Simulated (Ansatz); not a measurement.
# Ag: a tetragonal deformation path and further scans

One table from this session's results is given with a row withheld; the runs are named, their logs left out.

Method: DFT r2SCAN, scalar-relativistic, plane waves, PAW, in Ansatz 0.2.0.

1 further run of the same task is left out (set aside as unsound or not needed).

## The starting structure

The structure is cubic, space group Im-3m (No. 229). The conventional cell has a = 3.269 Å, b = 3.269 Å, c = 3.269 Å, α = 90.00°, β = 90.00°, γ = 90.00°. Around Ag (site symmetry m-3m) lie 8 Ag at 2.83 Å.

Structure file:

```cif
data_structure
_symmetry_space_group_name_H-M 'P 1'
_symmetry_Int_Tables_number 1
_cell_length_a 2.8306
_cell_length_b 2.8306
_cell_length_c 2.8306
_cell_angle_alpha 109.471
_cell_angle_beta 109.471
_cell_angle_gamma 109.471
_cell_volume 17.46
loop_
_atom_site_label
_atom_site_type_symbol
_atom_site_fract_x
_atom_site_fract_y
_atom_site_fract_z
_atom_site_occupancy
Ag1 Ag 0.00000 0.00000 0.00000 1
```

It goes back to an entry of the Materials Project, which need not be the stable form.

It is the result of an earlier relaxation at this level (volume 17.46 Å³/atom; gap on the mesh: none (metal)).

The first run:

File input.yaml:

```yaml
crystal:
  lattice:
    - [-1.6342676468, 1.6342676468, 1.6342676468]
    - [1.6342676468, -1.6342676468, 1.6342676468]
    - [1.6342676468, 1.6342676468, -1.6342676468]
  atoms:
    - { symbol: Ag, position: [0.0, 0.0, 0.0] }
basis:
  ecutwfc: 500
kpoints:
  mp_grid: { grid: [28, 28, 28] }
hamiltonian:
  xc: r2scan
scf:
  occupations: { method: gaussian, width: 0.15 }
output:
  forces: true
  stress: true
  eigenvalues: true
  write_density: true
  write_potential: true
  elf: true
  volumetric_format: npy
```

Launch:

```sh
$ ansatz run input.yaml --threads 1 --pin off --max-ram 2560MiB --backend cpu --events-out ev --progress --plain --runs-dir out
```

Steps of the session up to this table: The reference: the undisturbed cell on the scan's mesh; At ρ = 0.707; Point ρ = 1.414; Point ρ = 0.850; ρ = 1.200; Point ρ = 0.780.

One table of the session follows, with a row left open; its other results are not shown here.

It belongs to the step «The scan collected». Collected from the runs (energy zero: the undisturbed cell):

| ρ | ΔE (meV/atom) | pressure (GPa) |
| --- | --- | --- |
| 0.707 | 134.1 | 5.4 |
| 0.780 | 27.4 | 1.4 |
| 0.850 | 0.4 | 0.1 |
| 1.000 | 0.0 | -0.2 |
| 1.200 | ? | ? |
| 1.414 | -32.3 | -1.0 |

Estimate the missing values for ρ = 1.200.

Worked estimate for «ΔE (meV/atom)». A straight line through the neighbours (1.000, 0.0) and (1.414, -32.3) gives 0.0 + (-32.3 − 0.0) × (1.200 − 1.000) / (1.414 − 1.000) = -15.6; a parabola fitted to 3 rows on both sides gives -9.9.

The run gave: ΔE (meV/atom): -15.3; pressure (GPa): -0.6. In «ΔE (meV/atom)» the line misses by -0.3 and the parabola by +5.4.
